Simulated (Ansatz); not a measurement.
# Random rock-salt alloy of NbC and TiC (64 atoms): geometry optimisation, part 2 of 2

How does random rock-salt alloy of NbC and TiC (64 atoms) relax, and what do bonds, charges and levels look like afterwards?

Ansatz 0.2.0; Kohn-Sham DFT, PBE, PAW (set soft_2), plane waves.

The cell: 16 Ti, 32 C and 16 Nb. The host structure and its lattice constant were typed by rule, without a check against the phase diagram.

So far. Step 2 (Relaxation): The relaxation changed the energy by -13.6 meV/atom, and atoms moved by 0.046 Å r.m.s., 0.089 Å at most.

### 4. Single point at the relaxed geometry

The electronic structure is read at the final geometry, in a run of its own.

input.yaml

```yaml
crystal:
  lattice:
    - [8.798, 0.0, 0.0]
    - [0.0, 8.798, 0.0]
    - [0.0, 0.0, 8.798]
  atoms:
    - { symbol: Ti, position: [0.00177, 0.00012, 0.99496] }
    - { symbol: C, position: [0.2502, 0.00322, 0.99762] }
    - { symbol: Nb, position: [0.99901, 0.2499, 0.24669] }
    - { symbol: C, position: [0.25182, 0.25378, 0.24828] }
    [... 54 atom lines left out ...]
    - { symbol: Ti, position: [0.50018, 0.75104, 0.75174] }
    - { symbol: C, position: [0.75026, 0.747, 0.75086] }
    - { symbol: Ti, position: [0.74931, 0.50097, 0.75105] }
    - { symbol: C, position: [0.49955, 0.5038, 0.74923] }
    - { symbol: Nb, position: [0.74762, 0.7518, 0.50149] }
    - { symbol: C, position: [0.50109, 0.75328, 0.49952] }
kpoints:
  mp_grid: { grid: [2, 2, 2] }
hamiltonian:
  xc: pbe
scf:
  occupations: { method: gaussian, width: 0.025 }
output:
  forces: true
  stress: true
  populations: intrinsic
  dos:
    method: { smearing: { sigma: 0.08 } }
    de: 0.1
    projected: { site_lists: { C: [C], Nb: [Nb], Ti: [Ti] } }
  eigenvalues: true
  write_density: true
  write_potential: true
  volumetric_format: npy
  elf: true
```

Command:

```
> ansatz run input.yaml --threads 4 --pin off --max-ram 8192MiB --backend cpu --events-out ev --progress --plain --runs-dir out
```

Numbers of over 12 decimals in the logs are rounded to 6 here.

The log of the run:

```text
[...]
Crystal: 64 atoms, lattice volume = 681.007 Å³
Basis set: ecut = 420 eV, 13301 PW (Γ), exchange–correlation on 120×120×120 points (8 copies of the dense FFT grid, shifted against one another)
Bands: 328, of which v1, the nominal top of the filled ones, is band 264 counted from 1 (263 counted from 0)
Symmetry: 1 space group operations
[...]
k-points: 8
[...]
SCF iter   1: F=—  HF=-120905.426481 eV  |F-HF|=—  |Δ(HF+E_count)|=         —  Δρ=4.97e-3  dr2=2.37e-1  ethr=1.77e-3  ⟨swp⟩=5.0  Hψ=9396  notcnv=0  defer=67
[...]
SCF iter   7: F=-120905.382990 eV  HF=-120905.382990 eV  |F-HF|=5.62e-8  |Δ(HF+E_count)|=   1.20e-7  Δρ=2.72e-6  dr2=7.74e-8  ethr=1.89e-11  ⟨swp⟩=12.5  Hψ=18058  notcnv=0
SCF 1 converged in 7 iterations: F = -120905.382990 eV  dr2 = 7.74e-8
[...]
SCF converged after 7 iterations
Free energy (F): -120905.382990 eV
[...]
Internal energy: -120905.370852 eV  (E = F + TS)
E sigma→0 (E₀):  -120905.376921 eV
Entropy (-TS):   -0.012138 eV (-0.190 meV/atom)
Fermi energy:    17.166471 eV
[...]
--- Forces (eV/Å), atoms counted from 1 ---
  atom   1  Ti     0.00043797    -0.00173074     0.00969320
  atom   2  C      0.00468799    -0.00084490     0.00017705
  atom   3  Nb     0.00841475     0.00705297    -0.02255811
  atom   4  C      0.01321864    -0.00359755     0.00539589
  atom   5  Nb     0.00358743     0.00787335    -0.02382315
  atom   6  C      0.00268171     0.00428003     0.01670758
  atom   7  Ti    -0.01494879     0.00187718     0.02191423
  atom   8  C     -0.00558879     0.00091152    -0.00506111
  atom   9  Nb    -0.00480207    -0.01272486    -0.01427980
  atom  10  C     -0.00580257    -0.00234022    -0.00965957
  atom  11  Ti     0.00898625     0.00287181     0.00591549
  atom  12  C     -0.00339077     0.00503985    -0.01327989
  atom  13  Ti    -0.00183920    -0.00385804     0.01324069
  atom  14  C      0.00660504    -0.00235616    -0.02359949
[...]
atom  63  Nb    -0.01226889    -0.01763180     0.00128066
  atom  64  C     -0.00542386     0.01109381     0.00553781
  max |Σ_I F_I| component: 3.23e-5 eV/Å
--- Stress (GPa, compression-positive) ---
        3.350877      -0.018076       0.047588
       -0.018076       3.098930       0.025476
        0.047588       0.025476       3.250682
  P = ⅓ Tr σ = 3.2335 GPa (32.335 kbar)
--- Band table (eV; the first three rows and the last of 8) ---
[...]
--- intrinsic populations: 64 sites ---
  site symbol       q [e]
     0     Ti     11.1633
     1      C      4.7557
     2     Nb     12.3419
[...]
63      C      4.7354
  spilling = 0.000000 (of n_electrons = 528.000000)
```

Elapsed: 1.7 min, on 4 threads of Arm Neoverse V1, shared host; peak memory 4.7 GiB; 6.6 min of CPU time.

Read from the output:

```
free energy                             : -120905.3830 eV
free energy per atom                    : -1889.1466 eV/atom
SCF cycles                              : 7
pressure                                : 3.233 GPa
r.m.s. force component                  : 0.00841 eV/Å
longest force                           : 0.02659 eV/Å
Fermi energy                            : 17.17 eV
levels partly filled by over 2 per cent : 10
```

Intrinsic-atomic-orbital charges by element:

```csv
element,coordination,atoms,mean charge (e),spread,least,most
C,all,32,-0.736,0.0225,-0.776,-0.687
Nb,all,16,0.636,0.0212,0.599,0.660
Ti,all,16,0.836,0.0088,0.822,0.855
```

Charge against the make-up of the first shell:

```csv
Nb neighbours of C,atoms,mean charge (e)
2,10,-0.762
3,14,-0.734
4,6,-0.714
5,2,-0.689
```

Density of states as counts of states in windows of 1 eV (from the Fermi level), total and the larger projections:

```csv
from (eV),to (eV),total,C p,Ti d,Nb d,C s
-14,-13,0.3,0.0,0.0,0.0,0.1
-13,-12,4.5,0.1,0.0,0.0,1.8
-12,-11,20.8,0.4,1.0,3.8,10.9
-11,-10,36.1,0.5,3.3,5.1,23.4
-10,-9,2.3,0.0,0.2,0.1,1.9
-9,-8,0.0,0.0,0.0,0.0,0.0
-8,-7,0.7,0.3,0.1,0.2,0.0
-7,-6,9.1,4.0,0.9,2.6,0.3
-6,-5,28.5,14.0,2.8,8.0,0.7
-5,-4,46.3,24.4,5.0,13.5,0.8
-4,-3,67.3,32.6,15.0,17.0,0.9
-3,-2,32.2,15.9,10.2,5.1,0.4
-2,-1,10.7,5.9,2.2,2.4,0.0
-1,0,11.4,3.6,3.2,4.3,0.0
0,1,29.9,7.5,11.6,9.6,0.5
1,2,47.6,7.2,25.4,13.5,0.6
```

The curve was stored every 0.10 eV, coarse against its broadening of 0.08 eV, so these counts are rough.

The stored curve holds about 270 of the 528 electrons; the rest, give or take the few that broadening carries across the Fermi level, lie in deeper levels below its range.

The levels nearest the highest filled one (over half full), pooled over k-points and spins:

```csv
level less the highest filled one (eV),occupation
-0.0253,1.89
-0.0116,1.59
-0.0082,1.47
-0.0039,1.30
-0.0037,1.30
0,1.14
0.0048,0.921
0.0267,0.181
0.03,0.127
0.0335,0.084
0.0435,0.022
0.0471,0.013
```

Valence density in the ac plane at fractional y = 0.000, with atoms of Ti and C and Nb within 0.2 Å of it. It is the smooth field of the valence electrons, not physical close to the nuclei.

Ten even steps from '0' (0.21 × 1e0 e/Å³) to '9' (9.71 × 1e0 e/Å³), each cell a mean:
```
8510011100048720001100027
3100000000013200000000002
0000000000000000000000000
0000001000000000001100000
1000036410001100024420001
1100179820011100144430001
1100158610011100034430001
0000012100000000012210000
0000000000000000000000000
1000000000001100000000001
4300001100026510001100014
4410011100159830011110035
4310011100048620011100024
2100000000002100000000001
0000000000000000000000000
0000001000000000001100000
1000024310001100023320001
1100144420011110134430001
1100145420011100034430001
0000013200000000012210000
0000000000000000000000000
0000000000000000000000000
5200001100025410001100013
9610011100159830011110028
```
Columns run along a (8.8 Å), rows up along c (8.8 Å). Atoms in or near the plane, at fractional coordinates: Ti at (0.00, 0.99), C at (0.25, 0.00), Nb at (0.25, 0.25), C at (0.00, 0.25), Nb at (0.00, 0.50), C at (0.25, 0.50), Ti at (0.25, 0.75), C at (0.00, 0.75), Ti at (0.50, 0.00), C at (0.75, 0.00), Nb at (0.75, 0.25), C at (0.50, 0.25), Ti at (0.50, 0.50), C at (0.75, 0.50) and more.

Electrostatic potential energy in the ac plane at fractional y = 0.000, with atoms of Ti and C and Nb within 0.2 Å of it. With pseudopotentials it is smooth inside the atoms' cores, unlike the true potential.

Ten even steps from '_' (-64 eV) to '@' (16 eV), each cell a mean:
```
++++##@@%%==..==%%@@##++++++**%%@@##--::**@@%%**++
****%%@@@@%%##%%@@@@%%##****##@@@@@@%%##@@@@@@##**
%%@@@@@@@@@@@@@@@@@@@@@@%%%%@@@@@@@@%%%%@@@@@@@@%%
%%@@@@@@@@######@@@@@@@@@@@@@@@@@@##****##@@@@@@@@
==##@@@@##++++++##@@@@##==**%%@@##==....==%%@@@@**
__==%%@@**++++++**%%%%==__::##@@**..____::##@@##::
::++@@@@##++++++**@@@@++::==%%@@##--____--##@@%%==
##%%@@@@%%##****%%@@@@@@##%%@@@@%%**====**%%@@@@%%
%%@@@@@@@@@@%%@@@@@@@@@@@@@@@@@@@@@@%%%%@@@@@@@@@@
++##%%@@@@@@%%@@@@@@@@%%####%%@@@@@@@@@@@@@@@@##**
..--**@@@@**==**@@@@%%**++++**%%@@%%++++%%@@%%++..
__..++%%%%--__::%%@@##++++++**%%@@++....**@@##--__
__::**@@@@++::==%%@@##++++++**%%@@**::::##@@%%==..
==**%%@@@@%%##%%@@@@@@##****%%@@@@@@####@@@@@@##++
%%%%@@@@@@@@@@@@@@@@@@@@%%@@@@@@@@@@@@@@@@@@@@@@%%
%%@@@@@@%%##**##%%@@@@@@@@@@@@@@@@##****%%@@@@@@@@
++##@@@@##--..::**%%@@##==++%%@@%%==::::==%%@@@@**
__==%%%%++..____--%%%%==__..##@@**::____::##@@##::
..++@@@@++..____==%%@@**::--##@@##::____::##@@%%--
##%%@@@@##++--==##@@@@@@##%%@@@@%%++----**%%@@@@%%
@@@@@@@@@@%%##%%@@@@@@@@@@@@@@@@@@%%####%%@@@@@@@@
##%%@@@@@@@@%%@@@@@@@@%%####%%@@@@@@%%%%@@@@@@@@%%
++**%%@@@@##++**@@@@%%**++++##@@@@%%++++%%@@@@##++
++++##@@%%--__::%%@@##++++++**%%@@**..__++@@%%**++
```
Columns run along a (8.8 Å; values clipped at the 3rd and 97th percentile), rows up along c (8.8 Å). Atoms in or near the plane, at fractional coordinates: Ti at (0.00, 0.99), C at (0.25, 0.00), Nb at (0.25, 0.25), C at (0.00, 0.25), Nb at (0.00, 0.50), C at (0.25, 0.50), Ti at (0.25, 0.75), C at (0.00, 0.75), Ti at (0.50, 0.00), C at (0.75, 0.00), Nb at (0.75, 0.25), C at (0.50, 0.25), Ti at (0.50, 0.50), C at (0.75, 0.50) and more.

Mean intrinsic-atomic-orbital charges: C -0.74, Nb +0.64, Ti +0.84 e. The charge on C changes by +0.024 e for each Nb neighbour that takes the place of another kind, on average.

Local excerpt of 13 atoms (numbers count through the whole input) about C6, whose charge lies farthest from its element's mean; x, y, z are measured from there.

```csv
atom,x,y,z,distance (Å),bonds,intrinsic-atomic-orbital charge (e)
C6,0.00,0.00,0.00,0.00,6,-0.69
Nb3,-0.02,2.20,-0.02,2.20,6,0.66
Nb19,-0.01,-2.20,-0.02,2.20,6,0.65
Nb5,2.23,0.00,-0.02,2.23,6,0.64
Ti1,0.00,0.00,-2.23,2.23,6,0.84
Nb37,-2.24,0.00,-0.03,2.24,6,0.62
Nb9,-0.03,0.01,2.25,2.25,6,0.66
C8,0.01,2.17,-2.21,3.10,6,-0.73
C24,-0.03,-2.17,-2.22,3.10,6,-0.73
C34,-2.21,-0.02,-2.19,3.11,6,-0.72
C2,2.19,0.02,-2.21,3.11,6,-0.76
C16,-0.02,2.20,2.23,3.13,6,-0.71
C32,-0.02,-2.20,2.23,3.13,6,-0.69
```

The column of bonds counts only the pairs C-Nb within 2.81 Å, C-Ti within 2.76 Å; other neighbours, such as metal atoms beside each other in a compound, aren't counted, and periodic images can show an atom twice.

### 5. Summary of results

```yaml
energy_change_in_the_relaxation: -13.57 meV/atom
r_m_s_displacement: 0.046 Å
largest_displacement: 0.089 Å
free_energy_per_atom: -1889.1466 eV/atom
density: 6.429 g/cm³
pressure: 3.233 GPa
r_m_s_force_component: 0.00841 eV/Å
wall_time_of_the_2_dft_runs: 6.6 min
```

What this shows: Relaxation lowers the energy by 13.6 meV/atom and moves atoms by 0.046 Å r.m.s. By the final cutoffs no bond was broken or made. First to last step the energy falls by 0.868 eV; the largest move, 0.09 Å, is that of C44. Counting bonds as in the table, all C atoms have 6, all Nb atoms have 6 and all Ti atoms have 6 bonded neighbours. 10 levels are partly filled, by over 2 % (on the run's k-points): no clear gap opens at this level.

Caveats: The pressure of 3.2 GPa says that the cell would expand at this level of theory.

[Logs are printed without paths, hosts, clocks, repeated set-up lines and the standing remarks that a program may print on its own settings, such as how far it seeks lower states.]

[Hosts, paths, dates, database ids (printed as entryN), source tags and the programs' standing remarks are cut or masked in the printed files.]
